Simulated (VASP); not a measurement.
# SnTe (Pm-3m) in VASP: notebook

One crystal, SnTe, is run at these levels: LDA; tasks: single point.

All numbers are computed with VASP 6.6.1; they aren't measurements. Logs are shortened: lines on timing, memory, paths and dates and some standing lists are left out, and cuts for length are marked.

## (1) Starting point

Symmetry: Pm-3m, No. 221, cubic system. Conventional cell: a = 3.905 Å, b = 3.905 Å, c = 3.905 Å, α = 90.00°, β = 90.00°, γ = 90.00°. Te (site symmetry m-3m) is surrounded by 8 Sn at 3.38 Å. Around Sn (site symmetry m-3m) lie 8 Te at 3.38 Å.

Measurements of this composition are mostly on another form, of space group No. 225.

## (2) Single point, LDA

INCAR

```
SYSTEM = SnTe
ADDGRID = .False.
ALGO = Normal
EDIFF = 1E-8
ENCUT = 900
GGA = CA
ISIF = 2
ISMEAR = 0
LASPH = .True.
LCHARG = .False.
LREAL = .False.
LWAVE = .False.
NELM = 100
PREC = Accurate
SIGMA = 0.02
```

KPOINTS

```
k-points
0
Gamma
  9 9 9
  0 0 0
```

POSCAR

```
SnTe
1.0
    3.9047000000      0.0000000000      0.0000000000
    0.0000000000      3.9047000000      0.0000000000
    0.0000000000      0.0000000000      3.9047000000
Te Sn
1 1
Direct
    0.5000000000      0.5000000000      0.5000000000
    0.0000000000      0.0000000000      0.0000000000
```

Potentials or basis: VASP PAW LDA potentials, release 64 (Te, Sn_d).

Command:

```bash
$ cat potpaw_LDA.64/Te/POTCAR potpaw_LDA.64/Sn_d/POTCAR > POTCAR
$ mpirun -np 1 vasp_std > vasp.out
```

OUTCAR:

```text
SYSTEM = SnTe
   EDIFF = 1E-8
   ENCUT = 900
   GGA = CA
   ISIF = 2
   ISMEAR = 0
   LASPH = .True.
   LREAL = .False.
   NELM = 100
   PREC = Accurate

 ion  position               nearest neighbor table
   1  0.500  0.500  0.500-   2 3.38   2 3.38   2 3.38   2 3.38   2 3.38   2 3.38   2 3.38   2 3.38

   2  0.000  0.000  0.000-   1 3.38   1 3.38   1 3.38   1 3.38   1 3.38   1 3.38   1 3.38   1 3.38

  LATTYP: Found a simple cubic cell.
 ALAT       =     3.9047000000

  Lattice vectors:

 A1 = (   3.9047000000,   0.0000000000,   0.0000000000)
 A2 = (   0.0000000000,   3.9047000000,   0.0000000000)
 A3 = (   0.0000000000,   0.0000000000,   3.9047000000)

Analysis of symmetry for initial positions (statically):
=====================================================================
 Subroutine PRICEL returns:
 Original cell was already a primitive cell.

 Routine SETGRP: Setting up the symmetry group for a
 simple cubic supercell.

 Subroutine GETGRP returns: Found 48 space group operations
 (whereof 48 operations were pure point group operations)
 out of a pool of 48 trial point group operations.

The static configuration has the point symmetry O_h .

Analysis of symmetry for dynamics (positions and initial velocities):
=====================================================================
 Subroutine PRICEL returns:
 Original cell was already a primitive cell.

 Routine SETGRP: Setting up the symmetry group for a
 simple cubic supercell.

 Subroutine GETGRP returns: Found 48 space group operations
 (whereof 48 operations were pure point group operations)
 out of a pool of 48 trial point group operations.

The dynamic configuration has the point symmetry O_h .

 Subroutine INISYM returns: Found 48 space group operations
 (whereof 48 operations are pure point group operations),
 and found     1 'primitive' translations

----------------------------------------------------------------------------------------

                                     Primitive cell

  volume of cell :      59.5337

  direct lattice vectors                    reciprocal lattice vectors
     3.904700000  0.000000000  0.000000000     0.256101621  0.000000000  0.000000000
     0.000000000  3.904700000  0.000000000     0.000000000  0.256101621  0.000000000
     0.000000000  0.000000000  3.904700000     0.000000000  0.000000000  0.256101621

  length of vectors
     3.904700000  3.904700000  3.904700000     0.256101621  0.256101621  0.256101621

  position of ions in fractional coordinates (direct lattice)
     0.500000000  0.500000000  0.500000000
     0.000000000  0.000000000  0.000000000

  ion indices of the primitive-cell ions
   primitive index   ion index
                 1           1
                 2           2

----------------------------------------------------------------------------------------

 KPOINTS: k-points

Automatic generation of k-mesh.
 Grid dimensions read from file:
 generate k-points for:    9    9    9

 Generating k-lattice:

  Cartesian coordinates                     Fractional coordinates (reciprocal lattice)
     0.028455736  0.000000000  0.000000000     0.111111111  0.000000000  0.000000000
     0.000000000  0.028455736  0.000000000     0.000000000  0.111111111  0.000000000
     0.000000000  0.000000000  0.028455736     0.000000000  0.000000000  0.111111111

  Length of vectors
     0.028455736  0.028455736  0.028455736

  Shift w.r.t. Gamma in fractional coordinates (k-lattice)
     0.000000000  0.000000000  0.000000000

 Subroutine IBZKPT returns following result:
 ===========================================

 Found     35 irreducible k-points:

 Following reciprocal coordinates:
            Coordinates               Weight
  0.000000  0.000000  0.000000      1.000000
  0.111111  0.000000  0.000000      6.000000
  0.222222  0.000000  0.000000      6.000000
  0.333333  0.000000  0.000000      6.000000
  0.444444  0.000000  0.000000      6.000000
  0.111111  0.111111  0.000000     12.000000
[... 16 lines left out ...]
  0.333333  0.333333  0.111111     24.000000
  0.444444  0.333333  0.111111     48.000000
 [... further k-points ...]
   k-points           NKPTS =     35   k-points in BZ     NKDIM =     35   number of bands    NBANDS=     14
   number of dos      NEDOS =    301   number of ions     NIONS =      2
   total plane-waves  NPLWV =  64000
   dimension x,y,z NGX =    40 NGY =   40 NGZ =   40
   dimension x,y,z NGXF=    80 NGYF=   80 NGZF=   80
   ions per type =               1   1
   NGX,Y,Z   is equivalent  to a cutoff of  17.03, 17.03, 17.03 a.u.
   NGXF,Y,Z  is equivalent  to a cutoff of  34.06, 34.06, 34.06 a.u.
 SYSTEM =  SnTe
   PREC   = accura    normal or accurate (medium, high low for compatibility)
   ISTART =      0    job   : 0-new  1-cont  2-samecut
   ICHARG =      2    charge: 1-file 2-atom 10-const
   ISPIN  =      1    spin polarized calculation?
   LNONCOLLINEAR =      F non collinear calculations
   LSORBIT =      F    spin-orbit coupling
   LASPH  =      T    aspherical Exc in radial PAW
   ENCUT  =  900.0 eV  66.15 Ry    8.13 a.u.   9.55  9.55  9.55*2*pi/ulx,y,z
   NELM   =    100;   NELMIN=  2; NELMDL= -5     # of ELM steps
   EDIFF  = 0.1E-07   stopping-criterion for ELM
   LREAL  =      F    real-space projection
   EDIFFG = 0.1E-06   stopping-criterion for IOM
   NSW    =      0    number of steps for IOM
   IBRION =     -1    ionic relax: 0-MD 1-quasi-New 2-CG
   NFREE  =      0    steps in history (QN), initial steepest desc. (CG)
   ISIF   =      2    stress and relaxation
   ISYM   =      2    0-nonsym 1-usesym 2-fastsym
   POTIM  = 0.5000    time-step for ionic-motion
   TEBEG  =    0.0;   TEEND  =   0.0 temperature during run
   PSTRESS=    0.0 pullay stress
   NELECT =      20.0000    total number of electrons
   NUPDOWN=      -1.0000    fix difference up-down
   EMIN   =  10.00;   EMAX   =-10.00  energy-range for DOS
   EFERMI =   0.00;   METHOD = LEGACY
   ISMEAR =     0;   SIGMA  =   0.02  broadening in eV -4-tet -1-fermi 0-gaus
   EFERMI_NEDOS =   21; number of points for ismear=-14 and -15
   IALGO  =     38    algorithm
   IMIX   =      4    mixing-type and parameters
     AMIX     =   0.40;   BMIX     =  1.00
     AMIX_MAG =   1.60;   BMIX_MAG =  1.00
  volume/ion in A,a.u.               =      29.77       200.88
  Fermi-wavevector in a.u.,A,eV,Ry     =   1.138057  2.150615 17.621893  1.295173
  Thomas-Fermi vector in A             =   2.274761
   LORBIT       =      0    0 simple, 1 ext, 2 COOP (PROOUT), +10 PAW based schemes
   GGA     = CA    functional components
   LHFCALC =     F    Hartree Fock is set to
   AEXX    =    0.0000 exact exchange contribution
   IVDW    =     0    specifies the selected vdW correction
   LEPSILON=     F    determine dielectric tensor
   LRPA    =     F    only Hartree local field effects (RPA)
 non-spin polarized calculation
 Gauss-broadening in eV      SIGMA  =   0.02
  energy-cutoff  :      900.00
  volume of cell :       59.53
 maximum number of plane-waves:      3743
 NGX is ok and might be reduce to    40
   NGX = 19   NGY = 19   NGZ = 19

 number of electron      20.0000002 magnetization

 Free energy of the ion-electron system (eV)
  ---------------------------------------------------
  ext. energy  EPLUGINS =         0.00000000
  ---------------------------------------------------
  free energy    TOTEN  =        -8.34346024 eV

  energy without entropy =       -8.34308812  energy(sigma->0) =       -8.34327418

 E-fermi :   6.8942     XC(G=0): -10.0872

 val. band max:        6.8942205030   @ k =   0.4444   0.4444   0.3333
 cond. band min:       6.9629822304   @ k =   0.4444   0.3333   0.0000
 fundamental gap:      0.0687617274
 Fermi energy:         6.8942267702

 k-point     1 :       0.0000    0.0000    0.0000
  band No.  band energies     occupation
      1     -14.6946      2.00000
      2     -14.6946      2.00000
      3     -14.6577      2.00000
      4     -14.6577      2.00000
      5     -14.6577      2.00000
      6      -5.4778      2.00000
      7       1.4083      2.00000
      8       5.1266      2.00000
      9       5.1266      2.00000
     10       5.1266      2.00000
     11      10.4714      0.00000
     12      10.4714      0.00000
     13      12.0838      0.00000
     14      12.0838      0.00000

 k-point     2 :       0.1111    0.0000    0.0000
  band No.  band energies     occupation
      1     -14.6945      2.00000
      2     -14.6908      2.00000
      3     -14.6590      2.00000
      4     -14.6590      2.00000
      5     -14.6576      2.00000
      6      -5.3816      2.00000
      7       1.1008      2.00000
      8       5.0942      2.00000
      9       5.2395      2.00000
     10       5.2395      2.00000
     11      10.5763      0.00000
     12      10.9198      0.00000
     13      11.7113      0.00000
     14      11.7391      0.00000

 k-point     3 :       0.2222    0.0000    0.0000
  band No.  band energies     occupation
      1     -14.6941      2.00000
      2     -14.6810      2.00000
      3     -14.6622      2.00000
      4     -14.6622      2.00000
      5     -14.6574      2.00000
      6      -5.1063      2.00000
      7       0.3160      2.00000
      8       5.2178      2.00000
      9       5.5663      2.00000
     10       5.5663      2.00000
     11      10.0062      0.00000
     12      10.8774      0.00000
     13      10.8774      0.00000
     14      10.8900      0.00000
[... 324 lines left out ...]
 k-point    23 :       0.3333    0.3333    0.1111
  band No.  band energies     occupation
      1     -14.6772      2.00000
      2     -14.6763      2.00000
      3     -14.6664      2.00000
      4     -14.6658      2.00000
      5     -14.6560      2.00000
      6      -3.9825      2.00000
      7      -0.1756      2.00000
      8       2.7423      2.00000
      9       4.7093      2.00000
     10       5.8705      2.00000
     11       8.6821      0.00000
     12      10.0340      0.00000
     13      10.1074      0.00000
     14      14.1373      0.00000

 k-point    24 :       0.4444    0.3333    0.1111
  band No.  band energies     occupation
      1     -14.6796      2.00000
      2     -14.6755      2.00000
      3     -14.6684      2.00000
      4     -14.6657      2.00000
      5     -14.6499      2.00000
      6      -3.7253      2.00000
      7      -0.2342      2.00000
      8       2.7837      2.00000
      9       3.6599      2.00000
     10       6.2717      2.00000
     11       8.4532      0.00000
     12       9.8107      0.00000
     13      10.5130      0.00000
     14      13.7593      0.00000

 [... further k-points ...]

------------------------ aborting loop because EDIFF is reached ----------------------------------------

  FORCE on cell =-STRESS in cart. coord.  units (eV):
  Direction    XX          YY          ZZ          XY          YZ          ZX
  --------------------------------------------------------------------------------------
  -------------------------------------------------------------------------------------
  Total       -1.4817224     -1.4817224     -1.4817224     -0.0000000     -0.0000000      0.0000000
  in kB      -39.8762598    -39.8762598    -39.8762598     -0.0000000     -0.0000000      0.0000000
  external PRESSURE =     -39.8762598 kB  Pullay stress =       0.0000000 kB

 VOLUME and BASIS-vectors are now :
 -----------------------------------------------------------------------------
  energy-cutoff  :      900.00
  volume of cell :       59.53
      direct lattice vectors                 reciprocal lattice vectors
     3.904700000  0.000000000  0.000000000     0.256101621  0.000000000  0.000000000
     0.000000000  3.904700000  0.000000000     0.000000000  0.256101621  0.000000000
     0.000000000  0.000000000  3.904700000     0.000000000  0.000000000  0.256101621

 POSITION                                       TOTAL-FORCE (eV/Angst)
 -----------------------------------------------------------------------------------
      1.95235      1.95235      1.95235         0.000000      0.000000      0.000000
      0.00000      0.00000      0.00000         0.000000      0.000000      0.000000
 -----------------------------------------------------------------------------------
    total drift:                               -0.000000      0.000000     -0.000000

  FREE ENERGIE OF THE ION-ELECTRON SYSTEM (eV)
  ---------------------------------------------------
  free  energy   TOTEN  =        -8.3434602408 eV

  energy  without entropy=       -8.3430881244  energy(sigma->0) =       -8.34327418
```

It took 36 s on 1 thread of AMD EPYC 9R14 (Zen 4), shared host; peak memory 0.21 GiB.

Results:

```
Free energy            : -8.3435 eV
Pressure               : -4.0 GPa
Band gap on the k mesh : none (metal or under the smearing width)
```

Spin-orbit coupling is left out, which matters for the levels of Te.

## (3) Single point, LDA

Edit INCAR of step 2 so:

```diff
@@ -3,4 +3,4 @@
 ALGO = Normal
-EDIFF = 1E-8
-ENCUT = 900
+EDIFF = 1E-6
+ENCUT = 250
 GGA = CA
@@ -14,2 +14,2 @@
 PREC = Accurate
-SIGMA = 0.02
+SIGMA = 0.05
```

KPOINTS

```
k-points
0
Gamma
  2 2 2
  0 0 0
```

POSCAR is that of step 2.

Potentials or basis: VASP PAW LDA potentials, release 64 (Te, Sn_d).

Command:

```bash
$ cat potpaw_LDA.64/Te/POTCAR potpaw_LDA.64/Sn_d/POTCAR > POTCAR
$ mpirun -np 1 vasp_std > vasp.out
```

It took 1.6 s on 1 thread of AMD EPYC 9R14 (Zen 4), shared host; peak memory 0.08 GiB.

The run converged, but some of its settings lie outside the range that counts as converged, so its numbers aren't taken as properties of the crystal.

Results:

```
Free energy            : -7.0555 eV
Band gap on the k mesh : none (metal or under the smearing width)
```

Caveat: the k mesh is coarse (spacing up to 0.80 Å⁻¹), so the values aren't converged; the cutoff is under 1.25 times the usual one of these potentials, so pressure, stress and relaxed cells hold a basis-set (Pulay) error.

## (4) Single point, LDA

Edit INCAR of step 3 so:

```diff
@@ -4,3 +4,3 @@
 EDIFF = 1E-6
-ENCUT = 250
+ENCUT = 300
 GGA = CA
```

KPOINTS is that of step 3.

POSCAR is that of step 3.

Command:

```bash
$ cat potpaw_LDA.64/Te/POTCAR potpaw_LDA.64/Sn_d/POTCAR > POTCAR
$ mpirun -np 1 vasp_std > vasp.out
```

Run time: 1.9 s. Hardware: 1 thread of AMD EPYC 9R14 (Zen 4), shared host; peak memory 0.09 GiB.

These settings aren't checked as converged: the numbers below hold their error.

Results:

```yaml
Free_energy: -7.0547 eV
Pressure: 0.0 GPa
Band_gap_on_the_k_mesh: none (metal or under the smearing width)
```

Caveat: the k mesh is coarse (spacing up to 0.80 Å⁻¹), so the values aren't converged.

## (5) Single point, LDA

Edit INCAR of step 4 so:

```diff
@@ -4,3 +4,3 @@
 EDIFF = 1E-6
-ENCUT = 300
+ENCUT = 350
 GGA = CA
```

KPOINTS is that of step 4.

POSCAR is that of step 4.

Command:

```bash
$ cat potpaw_LDA.64/Te/POTCAR potpaw_LDA.64/Sn_d/POTCAR > POTCAR
$ mpirun -np 1 vasp_std > vasp.out
```

Run time: 1.8 s. Hardware: 1 thread of AMD EPYC 9R14 (Zen 4), shared host; peak memory 0.09 GiB.

These settings aren't checked as converged: the numbers below hold their error.

Results:

| Quantity | Value |
| --- | --- |
| Free energy | -7.0548 eV |
| Pressure | 0.0 GPa |
| Band gap on the k mesh | none (metal or under the smearing width) |

Caveat: the k mesh is coarse (spacing up to 0.80 Å⁻¹), so the values aren't converged.

## (6) The reference run

An earlier run on the cell as given: functional PBE; potentials or basis VASP PAW PBE potentials, release 64 (Te, Sn_d); cutoff 520 eV; k mesh 7 × 7 × 7; occupations fermi-dirac, width 0.05 eV; no spin polarisation.

- Pressure: -1.1 GPa
- Band gap on the k mesh: none (metal or under the smearing width)
